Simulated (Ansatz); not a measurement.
# Two structures of Zn: comparison of enthalpies under pressure from a Python script

One table from this session's results is given with a row withheld; the runs are named, their logs left out.

All numbers are computed with Ansatz 0.2.0, driven from Python. Level of theory: DFT PBE, plane waves, PAW.

## The structure

Zn Pm-3m: It takes space group Pm-3m (No. 221, cubic). Conventional cell: a = 2.560 Å, b = 2.560 Å, c = 2.560 Å, α = 90.00°, β = 90.00°, γ = 90.00°. Around Zn (site symmetry m-3m) lie 6 Zn at 2.56 Å.

Zn Fd-3m: It takes space group Fd-3m (No. 227, cubic). The conventional cell has a = 5.420 Å, b = 5.420 Å, c = 5.420 Å, α = 90.00°, β = 90.00°, γ = 90.00°. Zn (site symmetry -43m) has 4 Zn at 2.35 Å as nearest neighbours.

No structure file is read: the coordinates are typed or built in the script.

Set-up of the first run:

transition.py

```python
"""Pressure at which two phases of Zn cross."""

import csv
import warnings

import ansatz as az
import numpy as np

CUTOFF_EV = 500
K_SPACING = 0.3
FILLING = "fermi_dirac"
SMEARING_WIDTH = 0.05


def sc(a_site, a):
    return (
        az.Lattice.cubic(a)
        .space_group(221)
        .atom(a_site, [0, 0, 0])
    )


def diamond(a_site, a):
    return az.Crystal.diamond(a_site, a=a)


def compute(name, crystal, pressure=0.0):
    calc = crystal.calculation()
    calc = calc.functional(az.Functional.PBE)
    calc = calc.basis(CUTOFF_EV)
    calc = calc.kpoints(spacing=K_SPACING)
    calc = calc.occupations(FILLING, width=SMEARING_WIDTH)
    calc = calc.relax(force_tolerance=0.02, cell=True, pressure=pressure)
    return calc.run()


def volume_per_atom(outcome):
    return abs(np.linalg.det(outcome.lattice.cell_ang)) / len(outcome.lattice.sites)


def main() -> None:
    warnings.simplefilter("ignore")

    phases = {}
    phases["sc"] = sc("Zn", 2.56)
    phases["diamond"] = diamond("Zn", 5.42)

    # H = E + PV, with 1 eV per cubic angstrom equal to 160.2 GPa
    pressures = [0, 5, 10, 20]
    enthalpy, volume = {name: [] for name in phases}, {name: [] for name in phases}
    for p in pressures:
        for name, crystal in phases.items():
            o = compute(name, crystal, pressure=p)
            volume[name].append(volume_per_atom(o))
            enthalpy[name].append(o.report["energy_sigma0_ev"] / len(o.lattice.sites) + p * volume[name][-1] / 160.21766)
    gap = np.array(enthalpy["diamond"]) - np.array(enthalpy["sc"])
    rows = [(p, va, vb, 1000 * d) for p, va, vb, d in zip(pressures, volume["sc"], volume["diamond"], gap)]
    with open("transition.csv", "w", newline="") as handle:
        writer = csv.writer(handle)
        writer.writerow(["P (GPa)", "V sc (A^3/atom)", "V diamond (A^3/atom)", "H(diamond) - H(sc) (meV/atom)"])
        writer.writerows([round(v, 4) if isinstance(v, float) else v for v in row] for row in rows)
    print(open("transition.csv").read())
    crossings = [p0 - g0 * (p1 - p0) / (g1 - g0) for p0, p1, g0, g1 in zip(pressures, pressures[1:], gap, gap[1:]) if g0 * g1 < 0]
    print("crossing near", [round(float(p), 1) for p in crossings], "GPa") if crossings else print("no crossing in this range")


if __name__ == "__main__":
    main()
```

On the command line:

```console
python transition.py
```

Steps of the session up to this table: Running it.

One table of the session follows, with a row left open; its other results are not shown here.

Enthalpy H = E + pV of the second structure less the first:

```
pressure (GPa)  ΔH (meV/atom)
             0          232.0
             5          414.2
            10              ?
            20          785.2
```

Q: Estimate the row for pressure (GPa) = 10 from the others.

Worked estimate for «ΔH (meV/atom)». A straight line through the neighbours (5, 414.2) and (20, 785.2) gives 414.2 + (785.2 − 414.2) × (10 − 5) / (20 − 5) = 537.9; a parabola fitted to 3 rows on both sides gives 567.1.

The run gave: ΔH (meV/atom): 556.6. In «ΔH (meV/atom)» the line misses by -18.7 and the parabola by +10.5.

Limits of these values: For the metals among these cells the mesh is coarse, so their volumes and pressures are rough. Only these two structures are compared, at zero temperature and with their symmetry kept; either may be hypothetical, and another phase may be lower than both.
